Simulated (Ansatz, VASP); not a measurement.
Ru: VASP beside Ansatz

```
Ru
1.0
     2.70580    0.00000    0.00000
    -1.35290    2.34329    0.00000
     0.00000    0.00000    4.36754
Ru
2
Direct
  0.33333 0.66667 0.25000
  0.66667 0.33333 0.75000
```

Change from the starting cell: zz strain of +2 %.

Alike in both runs: task single point; functional PBEsol; k mesh 14 × 14 × 8; occupations fermi-dirac, width 0.03 eV; no spin polarisation.

|  | VASP | Ansatz |
| --- | --- | --- |
| version | VASP 6.6.1 | Ansatz 0.2.0 |
| potentials or method | VASP PAW PBE potentials, release 64 (Ru_pv), cutoff 520 eV | all-electron LAPW, scalar-relativistic |

|  | VASP | Ansatz | Ansatz less VASP |
| --- | --- | --- | --- |
| pressure (GPa) | -12.4 | -12.3 | +0.10 |
| largest component of the traceless stress (GPa) | 7.38 | 7.41 | +0.029 |

Ansatz ran all-electron here, so the differences hold the error of VASP's frozen core and of both bases.

Caveats: the PAW data sets were made with another functional, which shifts forces and pressure a little (VASP).
